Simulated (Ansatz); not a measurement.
# HgS in Ansatz: reference runs

How does HgS come out in PBE? The cell is run as given.

Program: Ansatz 0.2.0. These are calculated values, not measurements. Logs are shortened: lines on timing, memory, paths and dates and some standing lists are left out, and cuts for length are marked.

### 1 The cell of the first run

The cell holds a slab with vacuum, 8 atoms: a = 4.196 Å, b = 4.196 Å, c = 26.166 Å, α = 90.00°, β = 90.00°, γ = 120.00°.

### 2 Single point, PBE (the (0 0 1) slab of HgS, cut from the database cell, not relaxed)

The input, input.yaml:

```yaml
crystal:
  lattice:
    - [4.1963562851, 0.0, 0.0]
    - [-2.0981781425, 3.6341511462, 0.0]
    - [0.0, 0.0, 26.1658557357]
  atoms:
    - { symbol: S, position: [0.33333333, 0.66666666, 0.2866330869] }
    - { symbol: Hg, position: [0.66666667, 0.33333334, 0.3195185338] }
    - { symbol: S, position: [0.66666667, 0.33333334, 0.41791588] }
    - { symbol: Hg, position: [0.33333333, 0.66666666, 0.4508013269] }
    - { symbol: S, position: [0.33333333, 0.66666666, 0.5491986731] }
    - { symbol: Hg, position: [0.66666667, 0.33333334, 0.58208412] }
    - { symbol: S, position: [0.66666667, 0.33333334, 0.6804814662] }
    - { symbol: Hg, position: [0.33333333, 0.66666666, 0.7133669131] }
hamiltonian:
  xc: pbe
  pseudopotentials: { kind: paw }
kpoints:
  mp_grid: { grid: [7, 7, 1] }
scf:
  occupations: { method: fermi_dirac, width: 0.05 }
output:
  forces: true
  eigenvalues: true
efield:
  axis: 3
  dipole_correction: true
  ramp_width: 0.04
```

Potentials or basis: Ansatz PAW.

Run with:

```sh
$ ansatz run input.yaml --threads 4 --pin off --max-ram 11264MiB --backend cpu --events-out ev --progress --plain --runs-dir out
```

The log of the run:

```text
Warning: RAYON_NUM_THREADS=4 ignored (pool sized by the plan → 4); use --threads N
Engine: ansatz 0.2.0, aarch64-unknown-linux-gnu
Pseudopotentials: kind: paw
Pseudopotential: S, paw, valence charge 6, recommended cutoff 420 eV (normal), S.paw.azcp
Pseudopotential: Hg, paw, valence charge 20, recommended cutoff 420 eV (normal), Hg.paw.azcp
Functional definition: PBE
  parameter kappa = 0.804
  parameter beta = 0.06672455060314922
  exchange = pbe_x(kappa = kappa, mu = beta*pi^2/3)
  correlation = pbe_c(beta = beta)
Crystal: 8 atoms, lattice volume = 399.034 Å³
Basis set: ecut = 420 eV, 7677 PW (Γ), exchange–correlation on 60×60×360 points (8 copies of the dense FFT grid, shifted against one another)
Bands: 63, of which v1, the nominal top of the filled ones, is band 52 counted from 1 (51 counted from 0)
Symmetry: 6 space group operations
Space group: P3m1 (ITA 156), of the structure as read, at distance tolerance 7.4e-5 Å
k-points: 8 of 49 (time reversal used)
Non-local potential: S, projectors of the file, l = 0: 2, l = 1: 2, l = 2: 2
Non-local potential: Hg, projectors of the file, l = 0: 3, l = 1: 2, l = 2: 2, l = 3: 1
PAW form: soft (Blöchl's): semilocal exchange-correlation on the pseudo side does not see the compensation charge
PAW one-centre angular grid: S, 110 points (default); XC on 64 Gauss nodes
PAW one-centre angular grid: Hg, 590 points (default); XC on 64 Gauss nodes
Initial density: superposition of atomic densities (neutral atoms: chi_scale 0, normalization atom), corrected by the library's trained network
Initial wavefunctions: pseudopotential atomic-orbital guess
Functional: x = pbe(κ = 0.804, μ = 0.2195149727645171), c = pbe(β = 0.06672455060314922)
SCF iter   1: F=—  HF=-58861.987482 eV  |F-HF|=—  |Δ(HF+E_count)|=         —  Δρ=3.58e-3  dr2=1.51e0  ethr=1.77e-3  p=0.210 e·Å  D=9.54e-2 V/Å  ΔV_dip=-2.50 eV  dr2_dipole=1.29e0  V_vac-E_F(+/−)=3.82/6.31 eV  ⟨swp⟩=9.2  Hψ=2296  notcnv=0  defer=5
efield: sawtooth ramp at fractional position 0.9800 (placed from the atoms, in the widest stretch of the axis that holds none; the zero of the levels goes with the place), width 0.0400; the density the first Hamiltonian is built on has a dipole p = 0.210 e·Å; the dipole correction subtracts the counter field D = 9.54e-2 V/Å, which shifts the + side's vacuum level by -2.50 eV against the − side's; the planar-averaged density in the ramp window peaks in size at 2.6e-5 e/Å³
preconditioner: auto → LDOS  [metal: Δε(μ)=0.067 eV  Ē_g=9.826 eV  σ=0.050 eV  W_gap=0.32  n_scr=84 (ndim 8)  ℏωp=15.8 eV  f_vac=0.478  D(μ)=2.32/eV (n_scr^D=8)  β→1.0]
SCF iter   2: F=—  HF=-58861.938995 eV  |F-HF|=—  |Δ(HF+E_count)|=   4.85e-2  Δρ=1.58e-3  dr2=6.73e-2  ethr=1.46e-3  p=0.281 e·Å  D=1.27e-1 V/Å  ΔV_dip=-3.33 eV  dr2_dipole=4.47e-2  V_vac-E_F(+/−)=3.43/6.76 eV  ⟨swp⟩=1.8  Hψ=597  notcnv=0  defer=35
SCF iter   3: F=—  HF=-58861.936109 eV  |F-HF|=—  |Δ(HF+E_count)|=   2.89e-3  Δρ=6.96e-4  dr2=9.82e-3  ethr=6.48e-5  p=0.271 e·Å  D=1.23e-1 V/Å  ΔV_dip=-3.22 eV  dr2_dipole=3.47e-3  V_vac-E_F(+/−)=3.47/6.69 eV  ⟨swp⟩=2.1  Hψ=626  notcnv=0  defer=41
SCF iter   4: F=—  HF=-58861.935125 eV  |F-HF|=—  |Δ(HF+E_count)|=   9.84e-4  Δρ=2.16e-4  dr2=1.53e-3  ethr=9.44e-6  p=0.274 e·Å  D=1.24e-1 V/Å  ΔV_dip=-3.25 eV  dr2_dipole=7.36e-4  V_vac-E_F(+/−)=3.45/6.70 eV  ⟨swp⟩=2.0  Hψ=578  notcnv=0  defer=41
SCF iter   5: F=—  HF=-58861.935096 eV  |F-HF|=—  |Δ(HF+E_count)|=   2.88e-5  Δρ=1.31e-4  dr2=1.38e-4  ethr=1.47e-6  p=0.276 e·Å  D=1.25e-1 V/Å  ΔV_dip=-3.27 eV  dr2_dipole=6.81e-6  V_vac-E_F(+/−)=3.44/6.72 eV  ⟨swp⟩=2.1  Hψ=605  notcnv=0  defer=41
SCF iter   6: F=—  HF=-58861.935065 eV  |F-HF|=—  |Δ(HF+E_count)|=   3.09e-5  Δρ=4.09e-5  dr2=3.09e-5  ethr=1.33e-7  p=0.276 e·Å  D=1.25e-1 V/Å  ΔV_dip=-3.27 eV  dr2_dipole=1.37e-5  V_vac-E_F(+/−)=3.44/6.71 eV  ⟨swp⟩=2.1  Hψ=748  notcnv=0  defer=41
SCF iter   7: F=—  HF=-58861.934368 eV  |F-HF|=—  |Δ(HF+E_count)|=   6.98e-4  Δρ=2.00e-5  dr2=4.20e-6  ethr=2.97e-8  p=0.276 e·Å  D=1.25e-1 V/Å  ΔV_dip=-3.27 eV  dr2_dipole=8.43e-7  V_vac-E_F(+/−)=3.44/6.71 eV  ⟨swp⟩=2.0  Hψ=722  notcnv=0  defer=41
SCF iter   8: F=—  HF=-58861.934367 eV  |F-HF|=—  |Δ(HF+E_count)|=   3.04e-7  Δρ=7.66e-6  dr2=1.01e-6  ethr=4.03e-9  p=0.276 e·Å  D=1.25e-1 V/Å  ΔV_dip=-3.27 eV  dr2_dipole=1.89e-7  V_vac-E_F(+/−)=3.44/6.71 eV  ⟨swp⟩=2.0  Hψ=625  notcnv=0  defer=41
SCF iter   9: F=—  HF=-58861.934367 eV  |F-HF|=—  |Δ(HF+E_count)|=   1.57e-8  Δρ=3.05e-6  dr2=1.89e-7  ethr=9.71e-10  p=0.276 e·Å  D=1.25e-1 V/Å  ΔV_dip=-3.27 eV  dr2_dipole=3.12e-8  V_vac-E_F(+/−)=3.44/6.71 eV  ⟨swp⟩=2.0  Hψ=663  notcnv=0  defer=41
SCF iter  10: F=-58861.934367 eV  HF=-58861.934367 eV  |F-HF|=4.96e-8  |Δ(HF+E_count)|=   1.17e-8  Δρ=1.62e-6  dr2=5.52e-8  ethr=9.62e-11  p=0.276 e·Å  D=1.25e-1 V/Å  ΔV_dip=-3.27 eV  dr2_dipole=1.07e-8  V_vac-E_F(+/−)=3.44/6.71 eV  ⟨swp⟩=18.5  Hψ=2462  notcnv=0
SCF 1 converged in 10 iterations: F = -58861.934367 eV  dr2 = 5.52e-8
SCF converged after 10 iterations
Free energy (F): -58861.934367 eV
Harris-Foulkes:  -58861.934367 eV  (|F-HF|=4.96e-8)
Internal energy: -58861.905931 eV  (E = F + TS)
E sigma→0 (E₀):  -58861.920149 eV
Entropy (-TS):   -0.028436 eV (-3.554 meV/atom)
Fermi energy:    1.748934 eV
Dipole field:    D = 0.124838 V/Å  (p = 0.275293 e·Å, saw-weighted, corrected)
Work function:   Φ+ = 3.4432 eV   Φ− = 6.7097 eV
Levels:          The Fermi level and band energies are counted from a zero that moves with the ramp; work functions are not
--- Per-component energies (eV) ---
  E_band       = -2672.486202
  E_kinetic    = 2832.618435
  E_local      = -80191.857018  (includes V_loc(G=0)·N_el)
  E_nonlocal   = 406.819435
  E_hartree    = 38727.521005
  E_xc         = -1264.661284
  E_vxc        = -1391.526656  (∫ρ·V_xc dr)
  E_paw        = -42177.396167  (= ΣΔE_a)
  E_vpaw       = -1780.649797  (= ΣTr[D̂ρ^β])
  E_aug_tail   = 0.003741  (compensation charges beyond the density's cutoff)
  E_efield     = 0.017184  (sawtooth field / dipole correction)
  E_vefield    = -2.973394  (∫n·V_field dr)
  E_ewald      = 22805.028737
  E_smearing   = -0.028436  (= −TS)
  E_closure    = 0.000000  (closes the sum)
  Σ components = -58861.934367   (vs F -58861.934367, Δ=0.00e0)
--- Forces (eV/Å), atoms counted from 1 ---
  atom   1  S      0.00000000    -0.00000000     0.22145334
  atom   2  Hg    -0.00000000    -0.00000000    -0.70370364
  atom   3  S     -0.00000000     0.00000000     0.53050368
  atom   4  Hg    -0.00000000    -0.00000000    -0.45434727
  atom   5  S      0.00000000    -0.00000000     0.42304945
  atom   6  Hg    -0.00000000     0.00000000    -0.47148893
  atom   7  S      0.00000000     0.00000000     0.93628317
  atom   8  Hg    -0.00000000    -0.00000000    -0.48177156
  max |Σ_I F_I| component: 2.18e-5 eV/Å
--- Band table (eV; the first three rows and the last of 8) ---
  k-point 0: bands = ["-113.4905", "-113.0439", "-112.4167", "-111.9394", "-61.9882", "-61.9439", "-61.9439", "-61.5358", "-61.5066", "-61.5066", "-60.8968", "-60.8863", "-60.8863", "-60.4084", "-60.4084", "-60.3882", "-12.1694", "-11.5211", "-10.9225", "-9.9677", "-6.1387", "-6.1387", "-5.9186", "-5.6697", "-5.6697", "-5.3973", "-5.3973", "-5.3724", "-5.0610", "-5.0610", "-4.9833", "-4.9833", "-4.8406", "-4.5045", "-4.5045", "-4.3598", "-4.3598", "-4.1987", "-3.8196", "-3.8196", "-3.2876", "-2.0731", "-0.8386", "0.0435", "0.0435", "0.3316", "0.7067", "0.7067", "1.3209", "1.3209", "1.6351", "2.1010", "2.1010", "2.3396", "2.9045", "3.5646", "3.7908", "5.5829", "6.8798", "7.0279", "7.0279", "7.3059", "7.6302"]
  k-point 1: bands = ["-113.4905", "-113.0439", "-112.4167", "-111.9394", "-61.9882", "-61.9440", "-61.9439", "-61.5358", "-61.5067", "-61.5066", "-60.8967", "-60.8864", "-60.8863", "-60.4085", "-60.4084", "-60.3882", "-12.1051", "-11.4593", "-10.8624", "-9.9049", "-6.1136", "-6.0839", "-5.8773", "-5.6447", "-5.6153", "-5.4113", "-5.3957", "-5.3548", "-5.0381", "-5.0090", "-4.9762", "-4.9743", "-4.8187", "-4.4744", "-4.4491", "-4.3770", "-4.3566", "-4.1648", "-3.8444", "-3.8166", "-3.2093", "-2.1064", "-1.1983", "-0.5249", "-0.2791", "-0.1835", "0.3213", "0.4904", "1.0766", "1.1090", "1.5103", "1.7065", "1.8914", "2.9178", "3.5536", "4.1783", "4.2818", "5.7459", "6.2384", "6.7918", "7.0997", "7.3262", "7.5892"]
  k-point 2: bands = ["-113.4905", "-113.0439", "-112.4167", "-111.9394", "-61.9882", "-61.9442", "-61.9440", "-61.5358", "-61.5069", "-61.5067", "-60.8967", "-60.8866", "-60.8864", "-60.4087", "-60.4085", "-60.3882", "-11.9572", "-11.3174", "-10.7246", "-9.7613", "-6.0257", "-5.9647", "-5.7478", "-5.5554", "-5.4988", "-5.4271", "-5.3741", "-5.2790", "-4.9699", "-4.9572", "-4.9374", "-4.8831", "-4.7174", "-4.3976", "-4.3472", "-4.3429", "-4.3168", "-4.0712", "-3.8346", "-3.7958", "-3.2835", "-2.6169", "-2.0369", "-1.3108", "-1.1966", "-0.6674", "-0.3444", "0.0266", "0.4740", "0.6544", "1.4425", "1.4501", "1.8163", "3.4024", "4.1187", "4.6564", "4.9155", "5.7941", "6.2117", "6.6895", "7.0005", "7.3642", "7.8262"]
  k-point 7: bands = ["-113.4905", "-113.0439", "-112.4167", "-111.9394", "-61.9881", "-61.9443", "-61.9442", "-61.5358", "-61.5070", "-61.5069", "-60.8967", "-60.8867", "-60.8866", "-60.4088", "-60.4087", "-60.3882", "-11.7877", "-11.1554", "-10.5676", "-9.5983", "-5.9043", "-5.7166", "-5.5899", "-5.4506", "-5.3750", "-5.3649", "-5.2845", "-5.0820", "-4.9475", "-4.8173", "-4.7843", "-4.6735", "-4.4807", "-4.3555", "-4.2539", "-4.2296", "-4.0543", "-3.9766", "-3.8941", "-3.7029", "-3.5756", "-3.3756", "-2.9978", "-2.3934", "-2.0376", "-1.2850", "-1.0256", "-0.6147", "-0.3181", "0.2061", "0.3471", "1.3258", "2.2538", "4.1317", "4.7625", "5.5110", "5.7493", "6.3266", "6.5672", "7.0558", "7.4198", "7.6157", "7.9678"]
```

Run time: 5.4 s. Hardware: 4 threads of Arm Neoverse V1, shared host; peak memory 0.83 GiB.

Results:

```yaml
Free_energy: -58861.9344 eV
Largest_force: 0.936 eV/Å
Band_gap_on_the_k_mesh: none (metal or under the smearing width)
Work_function_of_the_upper_face: 3.44 eV
Work_function_of_the_lower_face: 6.71 eV
Dipole_across_the_slab: 0.275 e·Å
```

Forces in eV/Å, atoms in the order of the input:
```
S    0.000  0.000  0.221
Hg   0.000  0.000 -0.704
S    0.000  0.000  0.531
Hg   0.000  0.000 -0.454
S    0.000  0.000  0.423
Hg   0.000  0.000 -0.471
S    0.000  0.000  0.936
Hg   0.000  0.000 -0.482
```
